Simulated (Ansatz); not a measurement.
Runs of Ansatz 0.2.0 on Si2Mo. The structure is tetragonal, space group I4/mmm (No. 139). Conventional cell: a = 3.200 Å, b = 3.200 Å, c = 7.861 Å, α = 90.00°, β = 90.00°, γ = 90.00°. Mo (site symmetry 4/mmm) has 10 Si at 2.62 Å as nearest neighbours. Si (site symmetry 4mm) is surrounded by 5 Si at 2.61 to 2.63 Å and 5 Mo at 2.62 Å. 

```csv
task,level,U,cell,hubbard projectors,double counting,points for each segment of the path,gap on the mesh (eV),pressure (GPa),relaxed volume (Å³/atom),largest force (eV/Å)
relaxation of cell and atoms,PBE,-,relaxed,-,-,-,none,0.0,13.58,-
projected density of states,PBE+U,Mo d U = 2 eV,as given,ortho-atomic (the default),fll (the default),-,none,1.7,-,(a)
relaxation of cell and atoms,LDA,-,relaxed,-,-,-,none,0.0,13.06,0.01
relaxation of cell and atoms,RPBE,-,relaxed,-,-,-,none,0.0,(b),-
band structure,PBE,-,as given,-,-,14,none,2.2,-,0.28
relaxation of cell and atoms,BLYP,-,relaxed,-,-,-,none,0.0,14.25,-
relaxation of cell and atoms,revPBE,-,relaxed,-,-,-,none,0.0,13.71,-
projected density of states,PBE+U,Mo d U = 3 eV,as given,ortho-atomic (the default),fll (the default),-,none,1.5,-,0.48
```

Alike in all rows: potentials or basis Ansatz PAW; no spin polarisation; k mesh 12 × 12 × 12; cutoff (eV) 420; smearing fermi-dirac 0.05 eV.

Fill in the values left out.

(a) 0.41; (b) 13.75.

Caveats: the plane-wave basis is chosen anew once the cell has moved, so the energies of steps on either side of that aren't comparable (some runs); the PAW data sets come from PBE, with cores solved anew for the run's functional, which leaves a small shift of forces and pressure (some runs); U without spin polarisation on a metal has little footing (some runs); the U is typed as a test and isn't derived for this compound (some runs); the density of states is complete only up to the lowest level of the last band computed (some runs).

A k mesh can miss the band edges, and the runs leave out spin-orbit coupling on Mo.

A gap of «none» marks a metal or a gap under the smearing width.
